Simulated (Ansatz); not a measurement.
This log comes from Ansatz, run on La₂O₃ (P-3m1) from a database of computed structures. The geometry is the r2SCAN minimum.

The cell:
```
CELL_PARAMETERS angstrom
7.00693 -1.96784 -0.18950
7.00693 1.96784 -0.18950
-1.79863 0.00000 8.98625
ATOMIC_POSITIONS crystal
La 0.30686 0.30686 0.85985
La 0.64019 0.64019 0.52651
La 0.69314 0.69314 0.14015
La 0.02648 0.02648 0.80681
La 0.35981 0.35981 0.47349
La 0.97352 0.97352 0.19319
O 0.15982 0.15982 0.67351
O 0.16665 0.16665 0.33332
O 0.50686 0.50686 0.65982
O 0.17352 0.17352 0.99315
O 0.82648 0.82648 0.00685
O 0.84018 0.84018 0.32649
O 0.49314 0.49314 0.34018
O 0.83335 0.83335 0.66668
O 0.50000 0.50000 0.00000
```

Main lines of the log:
```
scf.n_extra_bands = 7 over 60 filled bands (N_el = 120.0): the run solves 67 bands
Pseudopotential: La, paw, valence charge 11, recommended cutoff 420 eV (normal)
Pseudopotential: O, paw, valence charge 6, recommended cutoff 420 eV (normal)
Functional definition: PBE
Crystal: 15 atoms, lattice volume = 246.472 Å³
Basis set: ecut = 420 eV, 4855 PW (Γ)
Bands: 67, of which v1, the nominal top of the filled ones, is band 60 counted from 1 (59 counted from 0)
Symmetry: 4 space group operations
Space group: C2/m (ITA 12)
k-points: 78 of 256
preconditioner: auto → Resta (q_TF=auto, 2.420 Å⁻¹)  ε∞=5.1  [insulator: Δε(μ)=3.865 eV  σ=0.020 eV  ℏωp=24.6 eV]
SCF 1 converged in 7 iterations: F = -42636.191955 eV  dr2 = 7.07e-8
SCF converged after 7 iterations
Free energy (F): -42636.191955 eV
Fermi energy:    11.576000 eV
--- Forces (eV/Å), atoms counted from 1 ---
  atom   1  La    -0.02343      0.00000      0.01381
  atom   2  La    -0.02337      0.00000      0.01379
  atom   3  La      0.02343      0.00000    -0.01381
  atom   4  La      0.02333      0.00000    -0.01382
  atom   5  La      0.02337      0.00000    -0.01379
  atom   6  La    -0.02333      0.00000      0.01382
  atom   7  O       0.00023      0.00000    -0.00030
  atom   8  O       0.00009      0.00000      0.00011
  atom   9  O     -0.00036      0.00000      0.00036
  atom  10  O     -0.00036      0.00000      0.00030
  atom  11  O       0.00036      0.00000    -0.00030
  atom  12  O     -0.00023      0.00000      0.00030
  atom  13  O       0.00036      0.00000    -0.00036
  atom  14  O     -0.00009      0.00000    -0.00011
  atom  15  O       0.00000      0.00000      0.00000
--- Stress (GPa, compression-positive) ---
        1.402343       0.000000      -0.117469
        0.000000       1.192423       0.000000
       -0.117469       0.000000       1.268949
  P = ⅓ Tr σ = 1.2879 GPa (12.879 kbar)
--- Band table (eV; the first three rows and the last of 78) ---
  k-point 0: bands = […, 9.2712, 9.4159, 9.4159, 9.4966, 9.4968, 9.5330, 13.7909, 13.7910, 13.9197, 14.2082, …]
  k-point 1: bands = […, 9.2371, 9.3027, 9.3127, 9.4982, 9.5383, 9.5938, 13.7908, 13.9022, 13.9945, 14.2415, …]
  k-point 2: bands = […, 9.2831, 9.3480, 9.3480, 9.5104, 9.5104, 9.6465, 13.9186, 13.9187, 14.0064, 14.2298, …]
  k-point 77: bands = […, 9.2320, 9.2320, 9.2825, 9.2826, 9.3642, 9.3644, 13.8836, 13.8836, 14.1982, 14.1983, …]
```

Task: Reconstruct the input, leaving the band path aside.

Result:
```yaml
crystal:
  # lattice and atoms as above
kpoints:
  mp_grid: { grid: [8, 8, 4] }
hamiltonian:
  xc: pbe
scf:
  occupations: { method: fermi_dirac, width: 0.02 }
  n_extra_bands: 7
output:
  forces: true
  stress: true
  eigenvalues: true
```
A single point prints forces and stress when the output block asks for them. This is the file that was run; thresholds and some counts can't be read off the log exactly.

Wall time 5.5 s on 1 × NVIDIA H100 80GB HBM3 with 2 threads of AMD EPYC 7R13 Processor (Zen 3), with other jobs on the host, load about 1.3 per core; peak host memory 1.3 GiB.

(Simulation; spin polarisation is off.)

Spin-orbit coupling is left out.
